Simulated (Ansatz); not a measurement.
Relaxed bulk Bi2Te3:

```
Bi Te
1.0
     2.19042    1.26464   10.10777
    -2.19042    1.26464   10.10777
     0.00000   -2.52928   10.10777
Bi Te
2 3
Direct
  0.39983 0.39983 0.39983
  0.60017 0.60017 0.60017
  0.00000 0.00000 0.00000
  0.21001 0.21001 0.21001
  0.78999 0.78999 0.78999
```

Miller indices refer to the conventional cell of R-3m (No. 166), a = 4.381 Å, b = 4.381 Å, c = 30.323 Å, α = 90.00°, β = 90.00°, γ = 120.00°. The bulk's gap is 0.22 eV.

The (012) slab of 15 planes, 10.2 Å thick with 15 Å of vacuum as cut; outer planes Te (top) and Bi (bottom).

Computed with DFT PBEsol, scalar-relativistic, plane waves, PAW in Ansatz. Plane waves to 420 eV, a k mesh through Γ of 8×4×1 on the computed 15-atom cell and Gaussian smearing (0.05 eV); no spin polarisation. The cell repeats along c with a dipole correction in the vacuum.

The slab's middle planes relax by over 3 % too, so it holds no bulk-like region.

With the atoms at the bulk's places:

```
Surface energy (mean of both faces)   : 0.71 J/m²
Gap of the slab on the mesh           : none (metal or semimetal)
Work function                         : 5.16 eV (top), 3.82 eV (bottom)
Dipole of the slab along +c, per cell : -0.34 e·Å
```

(1) What changes when all atoms relax within this surface cell and its symmetry?

Spin-orbit coupling is left out, which matters for the bands of heavy elements. Gaps are read on the k points sampled, so a band crossing between them can be missed.

## Answers

(1) The energy falls by 0.205 J/m² a face, and the largest move is 0.47 Å.

- Surface energy (mean of both faces): 0.51 J/m²
- Gap of the slab on the mesh: none (metal or semimetal)
- Work function: 4.88 eV (top), 3.72 eV (bottom)
- Dipole of the slab along +c, per cell: -0.29 e·Å

| plane (bottom to top) | atoms | spacing to next, bulk (Å) | relaxed (Å) | change (%) |
| --- | --- | --- | --- | --- |
| 1 | Bi | 0.737 | 0.304 | -58.7 |
| 2 | Te | 0.737 | 1.240 | +68.2 |
| 3 | Bi | 0.808 | 0.456 | -43.7 |
| 4 | Te | 0.589 | 0.615 | +4.5 |
| 5 | Te | 0.808 | 0.988 | +22.2 |
| 6 | Bi | 0.737 | 0.577 | -21.7 |
| 7 | Te | 0.737 | 1.056 | +43.2 |
| 8 | Bi | 0.808 | 0.506 | -37.4 |
| 9 | Te | 0.589 | 0.595 | +1.1 |
| 10 | Te | 0.808 | 1.058 | +30.8 |
| 11 | Bi | 0.737 | 0.526 | -28.6 |
| 12 | Te | 0.737 | 0.700 | -5.1 |
| 13 | Bi | 0.808 | 0.691 | -14.5 |
| 14 | Te | 0.589 | 0.653 | +10.9 |
| 15 | Te |  |  |  |